The density of states projected on mercury tells how many electron states per eV belong to the orbitals of a Hg atom at each energy. It comes from a density-functional calculation of HgTe, whose states were divided among atomic orbitals. The columns s and d give the parts belonging to the Hg 6s and 5d orbitals, and zero on the energy scale is the Fermi energy, up to which states are filled. Each row stands for a window of 0.4 eV, so a sum over rows times 0.4 gives a number of electrons.

Density of states of HgTe (F-43m, measured cell, a = 6.447 Å) projected on the Löwdin orbitals of Hg, computed with Ansatz 0.2.0 using PBE and scalar-relativistic frozen-core PAW, without spin polarization. Cutoff 420 eV, 11 × 11 × 11 k points, Fermi-Dirac smearing 0.03 eV; tetrahedron method, 0.4 eV windows, energies relative to the Fermi energy.

```tsv
energy (eV)	s (states/(eV atom))	d (states/(eV atom))
-12.0	0.10	0.01
-11.6	0.27	0.23
-11.2	0.07	0.16
-10.8	0.00	0.00
-10.4	0.00	0.00
-10.0	0.00	0.00
-9.6	0.00	0.00
-9.2	0.00	0.00
-8.8	0.00	0.00
-8.4	0.00	0.00
-8.0	0.00	0.00
-7.6	0.01	1.28
-7.2	0.13	11.05
-6.8	0.15	9.16
-6.4	0.11	1.58
-6.0	0.00	0.01
-5.6	0.37	0.10
-5.2	0.63	0.23
-4.8	0.25	0.12
-4.4	0.15	0.08
-4.0	0.11	0.06
-3.6	0.07	0.04
-3.2	0.06	0.03
-2.8	0.06	0.10
-2.4	0.06	0.12
-2.0	0.04	0.14
-1.6	0.03	0.14
-1.2	0.02	0.13
-0.8	0.01	0.08
-0.4	0.00	0.04
0.0	0.00	0.01
0.4	0.01	0.00
0.8	0.07	0.00
1.2	0.23	0.01
1.6	0.31	0.01
2.0	0.62	0.02
2.4	0.54	0.01
2.8	0.17	0.00
3.2	0.03	0.00
3.6	0.03	0.00
```

Two magnitudes are worth remembering. About nine of the ten 5d electrons sit in a peak less than 2 eV wide, near -7 eV. The 6s orbital, which can hold two electrons, is spread over some 15 eV and is only about half full. The same atom thus has one shell that looks almost atomic and one that the crystal has pulled apart.

The difference starts with the size of the orbitals. The 5d shell is compact and overlaps little with the neighbouring tellurium atoms, so its electrons gain little energy by spreading and form narrow bands. The 6s orbital reaches far out and overlaps strongly with Te 5p. Two orbitals that overlap form a bonding combination below and an antibonding one above, and both carry a share of each parent. This is the standard reading of the s peaks at -5.2 eV and at 2.0 to 2.4 eV.

Filling decides what the mixing does for the bond. The s peaks lie on opposite sides of the Fermi energy, so electrons occupy the bonding part and leave the antibonding part empty. About 43% of the s weight in the table is empty. The d shell mixes too, but mostly with Te bands that are themselves full, and its count stays close to ten. Mixing between filled levels pushes them apart without giving a net bond.

A simple estimate shows how far the 6s orbital has been pulled apart. If an orbital is shared among many crystal states, the mean of their energies, weighted by its share in each, is the energy the orbital, made orthogonal to its neighbours, has in the crystal before it mixes. The s column gives -2.6 eV, but it contains only 1.88 of the 2 states; the rest must lie mainly above the last row. Placing the missing 0.12 at +10 eV, which is a guess, gives (1.88 × (-2.63) + 0.12 × 10) / 2 ≈ -1.9 eV.

Between these two values the s density is about a tenth of its peak height or less. The orbital is scarce at its own energy because mixing has moved its weight to either side. For d the same mean is -6.8 eV, inside the d peak, as befits a shell that hardly mixes. The estimate locates a level only roughly and does not predict the shape of the bands. Making a far-reaching orbital orthogonal to its neighbours is expected to raise it, so the s value probably lies higher above d than in the free atom, and no separate calculation of the unmixed level is at hand to test it.

The smaller features follow from symmetry. At the zone centre, where the electron wave has the same phase in every cell, Hg s can mix with Te s but not with Te p or Hg d. The Te 5s band near -11.6 eV has its bottom there, and in its lowest row Hg contributes s with hardly any d. Higher in the band, away from the centre, the ban on d is lifted, and at -11.2 eV d is about twice s. The faint s weight inside the d peak likewise needs states away from the centre.

The upper valence bands show the same change of character. Summed over the rows from -5.6 to -4.8 eV, d is about a third of s, whereas summed from -1.6 to -0.4 eV it is roughly six times s, a figure made rough by the rounding of such small entries. The ratio matters here because both densities become small near the Fermi energy, where there are few states of any kind. At the zone centre the valence top is a threefold level made mainly of Te 5p, which may take in Hg d but not Hg s.

This admixture of d pushes the valence top upwards and part of the d shell downwards. The zone-centre levels of the same calculation bear the mark of it: the threefold 5d level, which can mix with Te p, lies 0.54 eV below the twofold one, which cannot. The electric field of negatively charged neighbours alone would give the opposite order. Direct coupling between the d shells of neighbouring Hg atoms favours the same order as p-d mixing; it is expected to be the smaller part at this distance, but the run does not separate the two. The effect is probably overstated, since this type of functional places the Hg 5d shell too close to the Te 5p bands. The single d peak is also a simplification, because spin-orbit coupling, left out here, would split it by roughly 2 eV.

The row at 0.0 eV looks like a band gap, yet HgTe has none in this calculation. Valence and conduction bands touch at the threefold level, about 0.03 eV below the Fermi energy. The density is low because only a small region around the zone centre has states at this energy. Hg s is absent for the further reason that symmetry keeps it out of the touching level itself.

In CdTe, a semiconductor of the same structure, the upper, antibonding zone-centre level made of metal s and Te s forms the bottom of the conduction band. In HgTe it lies 0.70 eV below the touching point, so that order is inverted. The standard explanation is that relativity draws the Hg 6s electrons closer to the nucleus and lowers their energy; there is no run without relativity to measure this. The upward push that Hg d gives the threefold level works in the same direction and is expected to supply a sizeable part of the inversion. The value of 0.70 eV should not be taken for that of the real material, because the functional exaggerates the inversion and spin-orbit coupling would split the threefold level by about 1 eV.

The s column hardly betrays this inversion. The band that ends in the s level rises from -5.6 eV to -0.7 eV, but its mean is -4.7 eV: most of its states lie near the bottom, and only a few belong to the steep part near the zone centre. The rise of s above 0.8 eV comes from the conduction band away from the centre and does not mark the s level there. The distance between the s level and the threefold level has to be read from the bands at the zone centre, since the density of states would suggest the wrong order.

The electron counts, mean energies and level distances used here are listed in the output below.

Output of the analysis:

```
d electrons on Hg in the Te 5s band: 0.16
d electrons on Hg in the narrow 5d bands: 9.232
d electrons on Hg in the upper valence bands: 0.568
d electrons on Hg, all occupied rows: 9.96
share of occupied d in the narrow bands (percent): 92.69
s electrons on Hg in the Te 5s band: 0.176
s electrons on Hg in the narrow 5d bands: 0.16
s electrons on Hg in the upper valence bands: 0.744
s electrons on Hg, all occupied rows: 1.08
empty s states on Hg up to the end of the table: 0.804
s states on Hg, whole table (full orbital holds 2): 1.884
share of the tabulated s that is empty (percent): 42.68
weighted mean energy of d, whole table (eV): -6.842
weighted mean energy of s, whole table (eV): -2.626
mean energy of s if the missing states lay at +10 eV (eV): -1.894
rms spread of d about its mean (eV): 1.236
rms spread of s about its mean (eV): 4.521
ratio d to s in row -12.0: 0.1
ratio d to s in row -11.2: 2.286
ratio d to s, rows -5.6 to -4.8: 0.36
ratio d to s, rows -1.6 to -0.4: 6.5
touching point of the bands from the Fermi energy (eV): -0.03297
zone-centre singlet from the Fermi energy (eV): -0.7321
depth of the singlet below the touching point (eV): 0.6992
bottom of the band that ends in the singlet (eV from Fermi energy): -5.561
mean of the band that ends in the singlet (eV from Fermi energy): -4.707
mean of the lowest conduction band (eV from Fermi energy): 1.986
zone-centre 5d levels, twofold above threefold (eV): 0.5401
```
